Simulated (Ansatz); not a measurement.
Here is an Ansatz 0.2.0 calculation.

Contents of input.yaml:

```yaml
crystal:
  lattice:
    - [-4.0300106443, 4.0300106443, 2.0254867038]
    - [4.0300106443, -4.0300106443, 2.0254867038]
    - [4.0300106443, 4.0300106443, -2.0254867038]
  atoms:
    - { symbol: Sb, position: [0.65126306, 0.15126306, 0.80252612] }
    - { symbol: Sb, position: [0.15126306, 0.34873694, 0.5] }
    - { symbol: Sb, position: [0.34873694, 0.84873694, 0.19747388] }
    - { symbol: Sb, position: [0.84873694, 0.65126306, 0.5] }
hamiltonian:
  xc: pbesol
  pseudopotentials: { kind: paw, source: ansatz }
kpoints:
  mp_grid: { grid: [7, 7, 7] }
scf:
  occupations: { method: fermi_dirac, width: 0.05 }
output:
  forces: true
  stress: true
  eigenvalues: true
relax:
  f_tol: 0.01
  max_steps: 40
  cell: { stress_tol: 0.05 }
```

Potentials or basis: Ansatz PAW earlier set.

The run is started by

```sh
$ ansatz run input.yaml --threads 2 --pin off --max-ram 5632MiB --backend cpu --events-out ev --progress --plain --runs-dir out
```

**Question.** Predict the relaxed cell.

**Answer.** a = 5.997 Å, b = 5.997 Å, c = 5.997 Å, α = 96.59°, β = 96.59°, γ = 140.38°.

**Question.** Predict the space group after relaxing (to 0.05 Å).

**Answer.** I4/mcm (No. 140).

**Question.** Estimate the relaxed volume.

**Answer.** 32.34 Å³/atom.

**Question.** Predict the band gap on the k mesh.

**Answer.** None (metal or under the smearing width).

Forces in eV/Å, atoms in the order of the input:
```
Sb  -0.003 -0.003  0.000
Sb   0.003 -0.003  0.000
Sb   0.003  0.003  0.000
Sb  -0.003  0.003  0.000
```

Caveat: the plane-wave basis is chosen anew once the cell has moved, so the energies of steps on either side of that aren't comparable; the PAW data sets come from PBE, with cores solved anew for the run's functional, which leaves a small shift of forces and pressure. Spin-orbit coupling is left out, which matters for the levels of Sb.
